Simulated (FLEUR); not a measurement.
The system is SrO.

```xyz
2
Lattice="0.0000 2.5663 2.5663 2.5663 0.0000 2.5663 2.5663 2.5663 0.0000" Properties=species:S:1:pos:R:3 pbc="T T T"
Sr    2.5663    2.5663    2.5663
O     0.0000    0.0000    0.0000
```

Base run:

```yaml
Program: FLEUR MaX-R8.1 (later development tree)
Functional: PBE
Potentials_or_basis: all-electron
Basis: FLAPW
Kmax: 4.1 1/bohr
k_mesh: 7 × 7 × 7
Occupations: fermi-dirac, width 0.05 eV
Spin: spin-orbit coupling, no magnetisation
```

Its results: band gap on the k mesh 3.38 eV, indirect (least direct gap 3.45 eV).

The run is repeated on the same cell with these changes: functional from PBE to r2SCAN. What comes out?

Band gap on the k mesh 3.85 eV, indirect (least direct gap 3.91 eV).

r2SCAN gives the wider gap, since meta-GGAs in the generalised Kohn-Sham scheme recover part of the derivative discontinuity.

Caveats: the mesh misses the band edges, which the band path finds closer together; the meta-GGA is that of a development version, with a GGA for the radial functions and cores and without core tails (some runs).

Not every run made on this cell is shown here.
